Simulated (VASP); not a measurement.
# TaN (P6_3/mmc) in VASP: notebook, part 2 of 2

VASP 6.6.1. The steps go on from the part before.

**3. Single point, PBEsol+U, collinear spin, zero start**

The input, INCAR:

```
ALGO = Normal
EDIFF = 1E-6
ENCUT = 520
GGA = PS
ISIF = 2
ISMEAR = 0
ISPIN = 2
LASPH = T
LCHARG = F
LDAU = T
LDAUJ = 0 0
LDAUL = 2 -1
LDAUPRINT = 1
LDAUTYPE = 2
LDAUU = 4 0
LMAXMIX = 4
LORBIT = 11
LREAL = F
LWAVE = F
MAGMOM = 0 0 0 0
NBANDS = 28
NELM = 150
PREC = Accurate
SIGMA = 0.05
```

The input, KPOINTS:

```
k-points
0
Gamma
  7 7 4
```

The input, POSCAR:

```
TaN
1.0
    3.0480018400      0.0000000000      0.0000000000
   -1.5240009200      2.6396470300      0.0000000000
    0.0000000000      0.0000000000      4.9179997800
Ta N
2 2
Direct
    0.0000000000      0.0000000000      0.0000000000
    0.0000000000      0.0000000000      0.5000000000
    0.3333333333      0.6666666667      0.2500000000
    0.6666666667      0.3333333333      0.7500000000
```

Potentials or basis: VASP PAW PBE potentials, release 64 (Ta_pv, N).

The run is started by

```sh
cat potpaw_PBE.64/Ta_pv/POTCAR potpaw_PBE.64/N/POTCAR > POTCAR
mpirun -np 1 vasp_std > vasp.out
```

OUTCAR:

```text
EDIFF = 1E-6
   ENCUT = 520
   GGA = PS
   ISIF = 2
   ISMEAR = 0
   ISPIN = 2
   LASPH = T
   LORBIT = 11
   LREAL = F
   NELM = 150
   PREC = Accurate

 ion  position               nearest neighbor table
   1  0.000  0.000  0.000-   3 2.15   4 2.15   4 2.15   3 2.15   4 2.15   3 2.15   2 2.46   2 2.46

   2  0.000  0.000  0.500-   3 2.15   4 2.15   4 2.15   3 2.15   4 2.15   3 2.15   1 2.46   1 2.46

   3  0.333  0.667  0.250-   1 2.15   2 2.15   1 2.15   2 2.15   1 2.15   2 2.15
   4  0.667  0.333  0.750-   1 2.15   2 2.15   1 2.15   2 2.15   1 2.15   2 2.15

  LATTYP: Found a hexagonal cell.
 ALAT       =     3.0480018400
 C/A-ratio  =     1.6135160142

  Lattice vectors:

 A1 = (   3.0480018400,   0.0000000000,   0.0000000000)
 A2 = (  -1.5240009200,   2.6396470300,   0.0000000000)
 A3 = (   0.0000000000,   0.0000000000,   4.9179997800)

Analysis of symmetry for initial positions (statically):
=====================================================================
 Subroutine PRICEL returns:
 Original cell was already a primitive cell.

 Routine SETGRP: Setting up the symmetry group for a
 hexagonal supercell.

 Subroutine GETGRP returns: Found 24 space group operations
 (whereof 12 operations were pure point group operations)
 out of a pool of 24 trial point group operations.

The static configuration has the point symmetry D_3d.
 The point group associated with its full space group is D_6h.

Analysis of symmetry for dynamics (positions and initial velocities):
=====================================================================
 Subroutine PRICEL returns:
 Original cell was already a primitive cell.

 Routine SETGRP: Setting up the symmetry group for a
 hexagonal supercell.

 Subroutine GETGRP returns: Found 24 space group operations
 (whereof 12 operations were pure point group operations)
 out of a pool of 24 trial point group operations.

The dynamic configuration has the point symmetry D_3d.
 The point group associated with its full space group is D_6h.

Analysis of structural, dynamic, and magnetic symmetry:
=====================================================================
 Subroutine PRICEL returns:
 Original cell was already a primitive cell.

 Routine SETGRP: Setting up the symmetry group for a
 hexagonal supercell.

 Subroutine GETGRP returns: Found 24 space group operations
 (whereof 12 operations were pure point group operations)
 out of a pool of 24 trial point group operations.

The overall configuration has the point symmetry D_3d.
[... 179 lines left out ...]
  o =  0.3855  v =  0.0000  0.0000  1.0000 -0.0000  0.0000  0.0000  0.0000  0.0000  0.0000  0.0000      0.0000  0.0000  0.0000  0.0000  0.0000  0.0000  0.0000  0.0000  0.0000  0.0000

atom =   2  type =  1  l = 2

 onsite density matrix

spin component  1

  0.2181  0.0000  0.0000 -0.0106  0.0000
  0.0000  0.2552 -0.0000  0.0000 -0.0106
  0.0000 -0.0000  0.3855  0.0000  0.0000
 -0.0106  0.0000  0.0000  0.2552 -0.0000
  0.0000 -0.0106  0.0000 -0.0000  0.2181

spin component  2

  0.2181  0.0000  0.0000 -0.0106  0.0000
  0.0000  0.2551 -0.0000  0.0000 -0.0106
  0.0000 -0.0000  0.3855  0.0000  0.0000
 -0.0106  0.0000  0.0000  0.2551 -0.0000
  0.0000 -0.0106  0.0000 -0.0000  0.2181

 occupancies and eigenvectors

  o =  0.2152  v =  0.0000  0.0000  0.0000  0.0000  0.0000  0.9663 -0.0000  0.0000  0.2575 -0.0000      0.0000  0.0000  0.0000  0.0000  0.0000  0.0000  0.0000  0.0000  0.0000  0.0000
  o =  0.2152  v =  0.0000  0.0000  0.0000  0.0000  0.0000  0.0000  0.2575 -0.0000  0.0000  0.9663      0.0000  0.0000  0.0000  0.0000  0.0000  0.0000  0.0000  0.0000  0.0000  0.0000
  o =  0.2152  v =  0.9663 -0.0000  0.0000  0.2575 -0.0000  0.0000  0.0000  0.0000  0.0000  0.0000      0.0000  0.0000  0.0000  0.0000  0.0000  0.0000  0.0000  0.0000  0.0000  0.0000
  o =  0.2152  v =  0.0000  0.2575 -0.0000  0.0000  0.9663  0.0000  0.0000  0.0000  0.0000  0.0000      0.0000  0.0000  0.0000  0.0000  0.0000  0.0000  0.0000  0.0000  0.0000  0.0000
  o =  0.2580  v =  0.0000  0.0000  0.0000  0.0000  0.0000 -0.2575  0.0000 -0.0000  0.9663 -0.0000      0.0000  0.0000  0.0000  0.0000  0.0000  0.0000  0.0000  0.0000  0.0000  0.0000
  o =  0.2580  v =  0.0000  0.0000  0.0000  0.0000  0.0000  0.0000  0.9663  0.0000 -0.0000 -0.2575      0.0000  0.0000  0.0000  0.0000  0.0000  0.0000  0.0000  0.0000  0.0000  0.0000
  o =  0.2580  v = -0.2575  0.0000 -0.0000  0.9663 -0.0000  0.0000  0.0000  0.0000  0.0000  0.0000      0.0000  0.0000  0.0000  0.0000  0.0000  0.0000  0.0000  0.0000  0.0000  0.0000
  o =  0.2580  v =  0.0000  0.9663  0.0000 -0.0000 -0.2575  0.0000  0.0000  0.0000  0.0000  0.0000      0.0000  0.0000  0.0000  0.0000  0.0000  0.0000  0.0000  0.0000  0.0000  0.0000
  o =  0.3855  v =  0.0000  0.0000  0.0000  0.0000  0.0000  0.0000 -0.0000  1.0000  0.0000  0.0000      0.0000  0.0000  0.0000  0.0000  0.0000  0.0000  0.0000  0.0000  0.0000  0.0000
  o =  0.3855  v =  0.0000 -0.0000  1.0000  0.0000  0.0000  0.0000  0.0000  0.0000  0.0000  0.0000      0.0000  0.0000  0.0000  0.0000  0.0000  0.0000  0.0000  0.0000  0.0000  0.0000

 number of electron      32.0000002 magnetization      -0.0000013

 Free energy of the ion-electron system (eV)
  ---------------------------------------------------
  ext. energy  EPLUGINS =         0.00000000
  ---------------------------------------------------
  free energy    TOTEN  =       -36.51187153 eV

  energy without entropy =      -36.51017937  energy(sigma->0) =      -36.51102545

 E-fermi :  10.2617     XC(G=0): -13.9146

 val. band max:       10.2542692456   @ k =   0.4286   0.1429   0.2500
 cond. band min:      10.3774642711   @ k =   0.0000   0.0000   0.5000
 fundamental gap:      0.1231950256
 Fermi energy:        10.2616926883

 spin component 1

 k-point     1 :       0.0000    0.0000    0.0000
  band No.  band energies     occupation
      1     -27.6136      1.00000
      2     -25.8275      1.00000
      3     -25.8275      1.00000
      4     -25.4551      1.00000
      5     -25.4551      1.00000
      6     -24.5911      1.00000
[... 733 lines left out ...]
     27      20.8267      0.00000
     28      20.8267      0.00000
 Fermi energy:        10.2616926883

 spin component 2

 k-point     1 :       0.0000    0.0000    0.0000
  band No.  band energies     occupation
      1     -27.6136      1.00000
      2     -25.8275      1.00000
      3     -25.8275      1.00000
      4     -25.4551      1.00000
      5     -25.4551      1.00000
      6     -24.5912      1.00000
[... 733 lines left out ...]
     27      20.8267      0.00000
     28      20.8267      0.00000

------------------------ aborting loop because EDIFF is reached ----------------------------------------

  FORCE on cell =-STRESS in cart. coord.  units (eV):
  Direction    XX          YY          ZZ          XY          YZ          ZX
  --------------------------------------------------------------------------------------
  -------------------------------------------------------------------------------------
  Total        8.4065409      8.4065409     31.1297431     -0.0000000     -0.0000000      0.0000000
  in kB      340.3912010    340.3912025   1260.4816600     -0.0000000     -0.0000000      0.0000000
  external PRESSURE =     647.0880212 kB  Pullay stress =       0.0000000 kB

 VOLUME and BASIS-vectors are now :
 -----------------------------------------------------------------------------
  energy-cutoff  :      520.00
  volume of cell :       39.57
      direct lattice vectors                 reciprocal lattice vectors
     3.048001840  0.000000000  0.000000000     0.328083791  0.189419265  0.000000000
    -1.524000920  2.639647030  0.000000000     0.000000000  0.378838530  0.000000000
     0.000000000  0.000000000  4.917999780     0.000000000  0.000000000  0.203334698

 POSITION                                       TOTAL-FORCE (eV/Angst)
 -----------------------------------------------------------------------------------
      0.00000      0.00000      0.00000        -0.000000      0.000000      0.000000
      0.00000      0.00000      2.45900        -0.000000      0.000000      0.000000
     -0.00000      1.75976      1.22950        -0.000000      0.000000      0.000000
      1.52400      0.87988      3.68850         0.000000      0.000000      0.000000
 -----------------------------------------------------------------------------------
    total drift:                               -0.000000      0.000000      0.000000

  FREE ENERGIE OF THE ION-ELECTRON SYSTEM (eV)
  ---------------------------------------------------
  free  energy   TOTEN  =       -36.5118715323 eV

  energy  without entropy=      -36.5101793745  energy(sigma->0) =      -36.51102545

 total charge

# of ion       s       p       d       tot
------------------------------------------
    1        0.341   6.313   2.606   9.260
    2        0.341   6.313   2.606   9.260
    3        1.232   2.598   0.000   3.830
    4        1.232   2.598   0.000   3.830
--------------------------------------------------
tot          3.145  17.822   5.213  26.180

 magnetization (x)

# of ion       s       p       d       tot
------------------------------------------
    1        0.000  -0.000   0.000   0.000
    2        0.000  -0.000   0.000   0.000
    3       -0.000  -0.000   0.000  -0.000
    4       -0.000  -0.000   0.000  -0.000
--------------------------------------------------
tot         -0.000  -0.000   0.000   0.000
```

OSZICAR:

```text
N       E                     dE             d eps       ncg     rms          rms(c)
DAV:   1     0.287516529194E+03    0.28752E+03   -0.16658E+04  2688   0.123E+03
DAV:   2    -0.271795305029E+02   -0.31470E+03   -0.29707E+03  3048   0.381E+02
DAV:   3    -0.420867232855E+02   -0.14907E+02   -0.14601E+02  3192   0.805E+01
DAV:   4    -0.422218586698E+02   -0.13514E+00   -0.13476E+00  3032   0.777E+00
DAV:   5    -0.422227902089E+02   -0.93154E-03   -0.93140E-03  3136   0.595E-01    0.405E+01
DAV:   6    -0.366740512459E+02    0.55487E+01   -0.99999E+00  3056   0.270E+01    0.174E+01
DAV:   7    -0.365610079946E+02    0.11304E+00   -0.95541E-01  3048   0.697E+00    0.107E+01
DAV:   8    -0.365212414408E+02    0.39767E-01   -0.20053E-01  3032   0.282E+00    0.200E+00
DAV:   9    -0.365115469071E+02    0.96945E-02   -0.21869E-02  2968   0.941E-01    0.486E-01
DAV:  10    -0.365118990044E+02   -0.35210E-03   -0.17402E-03  3272   0.384E-01    0.454E-02
DAV:  11    -0.365118735966E+02    0.25408E-04   -0.62196E-05  3192   0.685E-02    0.265E-02
DAV:  12    -0.365118725515E+02    0.10452E-05   -0.25449E-06  3120   0.122E-02    0.119E-02
DAV:  13    -0.365118713337E+02    0.12178E-05   -0.84733E-07  2224   0.662E-03    0.398E-03
DAV:  14    -0.365118715323E+02   -0.19866E-06   -0.87178E-08  1728   0.222E-03
   1 F= -.36511872E+02 E0= -.36511025E+02  d E =-.169216E-02  mag=     0.0000
```

stdout:

```text
POSCAR found type information on POSCAR TaN
 POSCAR found :  2 types and       4 ions
 scaLAPACK will be used
 -----------------------------------------------------------------------------
|                                                                             |
|                                                                             |
|     You enforced a specific xc type in the INCAR file but a different       |
|     I HOPE YOU KNOW WHAT YOU ARE DOING!                                     |
|                                                                             |
 -----------------------------------------------------------------------------

 LDA part: xc-table for (Slater+PW92), standard interpolation
 POSCAR, INCAR and KPOINTS ok, starting setup
 FFT: planning ... GRIDC
 FFT: planning ... GRID_SOFT
 FFT: planning ... GRID
 WAVECAR not read
 entering main loop
```

Run time: 26 s. Hardware: 1 thread of Intel Xeon 6975P-C (Granite Rapids), shared host; peak memory 0.19 GiB.

What came out:

```
Free energy                                           : -36.5119 eV
Pressure                                              : 64.7 GPa
Band gap on the k mesh                                : none (metal or under the smearing width)
Net moment                                            : 0.00 μB per cell
Valence electrons inside the program's atomic spheres : Ta 9.26; N 3.83
```

Levels at points of the mesh, in eV from the Fermi level:
Spin up:
```tsv
k point	band 13	band 14	band 15	band 16	band 17	band 18	band 19	band 20
(0.00, 0.00, 0.00)	-3.92	-3.92	-3.91	-1.75	-1.75	-0.42	-0.42	2.39
(0.00, 0.00, 0.50)	-6.46	-6.46	-0.28	-0.28	0.12	0.12	0.12	0.12
```
Spin down:
```csv
k point,band 14,band 15,band 16,band 17,band 18,band 19
"(0.00, 0.00, 0.00)",-3.92,-3.91,-1.75,-1.75,-0.42,-0.42
"(0.00, 0.00, 0.50)",-6.46,-0.28,-0.28,0.12,0.12,0.12
```

Eigenvalues of the final occupation matrices:
```
    site  spin  trace               eigenvalues
site 1 d     1   1.33  0.22 0.22 0.26 0.26 0.39
site 1 d     2   1.33  0.22 0.22 0.26 0.26 0.39
site 2 d     1   1.33  0.22 0.22 0.26 0.26 0.39
site 2 d     2   1.33  0.22 0.22 0.26 0.26 0.39
```

Caveat: a pressure of tens of GPa on the cell as given is suspect, and the run, the potentials or the cell itself is likely at fault; the PAW data sets were made with another functional, which shifts forces and pressure a little. The state reached can hang on the start; a lower one may exist.
